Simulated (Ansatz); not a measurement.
## Si$_{7}$Ge (P-43m), work and stress of cleavage

All numbers below come from Ansatz, DFT r2SCAN, scalar-relativistic, plane waves, PAW. Cutoff 500 eV, Γ-centred 6×6×3 k-points, Gaussian smearing of 0.05 eV. No spin polarisation. Energies are free energies at this smearing, counted from the undisturbed cell; pressure is positive in compression.

The starting cell (relaxed at this level; it needn't be the usual structure):

```yaml
crystal:
  lattice:
    - [0.00000, -5.46797, 0.00000]
    - [0.00000, 0.00000, -5.46797]
    - [10.93594, 0.00000, 0.00000]
  atoms:
    - { symbol: Si, position: [0.74757, 0.74757, 0.06312] }
    - { symbol: Si, position: [0.74757, 0.74757, 0.56312] }
    - { symbol: Si, position: [0.50000, 0.50000, 0.93690] }
    - { symbol: Si, position: [0.50000, 0.50000, 0.43690] }
    - { symbol: Si, position: [0.50000, 0.00000, 0.18690] }
    - { symbol: Si, position: [0.50000, 0.00000, 0.68690] }
    - { symbol: Si, position: [0.00000, 0.50000, 0.18690] }
    - { symbol: Si, position: [0.00000, 0.50000, 0.68690] }
    - { symbol: Si, position: [0.74757, 0.25243, 0.31068] }
    - { symbol: Si, position: [0.74757, 0.25243, 0.81068] }
    - { symbol: Si, position: [0.25243, 0.74757, 0.31068] }
    - { symbol: Si, position: [0.25243, 0.74757, 0.81068] }
    - { symbol: Si, position: [0.25243, 0.25243, 0.06312] }
    - { symbol: Si, position: [0.25243, 0.25243, 0.56312] }
    - { symbol: Ge, position: [0.00000, 0.00000, 0.93690] }
    - { symbol: Ge, position: [0.00000, 0.00000, 0.43690] }
```

The cut lies on the cell's a–b face, a (1 0 0) plane (indices in the standard cell, whose axes needn't be the Cartesian ones shown) of area 29.90 Å², between layers 1.38 Å apart. Vector c is lengthened by d along the normal with the atoms' Cartesian places fixed: one unrelaxed cut a cell. The traction is positive where the two halves pull on each other.

| d (Å) | energy (J/m²) | traction (GPa) |
| --- | --- | --- |
| -0.30 | 0.46 | -31.2 |
| -0.15 | 0.11 | -15.2 |
| 0.00 | 0.00 | 0.0 |
| 0.25 | 0.27 | 20.1 |
| 0.50 | 0.93 | 31.0 |
| 0.75 | 1.71 | 30.9 |
| 1.00 | 2.40 | 24.0 |
| 1.50 | 3.40 | 15.5 |
| 2.00 | 3.95 | 7.7 |
| 3.00 | 4.38 | 2.0 |
| 4.50 | 4.49 | 0.2 |
| 6.00 | 4.50 | 0.0 |

**Question.** What are the work of separation and the cleavage stress, and do they fit the universal binding curve?

**Answer.** The energy levels off near W ≈ 4.50 J/m² (the traction is down to 0.0 GPa), the energy of the two unrelaxed faces, 2.25 J/m² each on average. The largest sampled traction is 31.0 GPa at d = 0.50 Å, and a parabola through it and its two neighbours peaks at σ_max ≈ 32.4 GPa, d ≈ 0.62 Å. The curve E = W[1 − (1 + d/ℓ)exp(−d/ℓ)] peaks in traction at d = ℓ with σ_max = W/(eℓ); with 1 J/m² per Å = 10 GPa this W and σ_max give ℓ = 0.51 Å. A parabola through that curve at the same three d peaks at 0.55 Å, against 0.62 Å here, a fair fit. The cut parts unlike faces (Ge/Si and Si); in an ionic crystal that makes them polar, and the energy then depends on the thickness of the slab. The opened faces are metallic here, and spin polarisation, left out, could lower W. Real crystals break at far lower stress, because cracks concentrate it, and on the plane of lowest W, which needn't be this one.

The cut is rigid; relaxing the faces lowers these energies and usually the stresses.

The gap closes along the scan, which can put kinks into the curve.

Cost: 12 runs of about 11 core-minutes in all, on Intel Xeon 6975P-C (Granite Rapids) (shared hosts).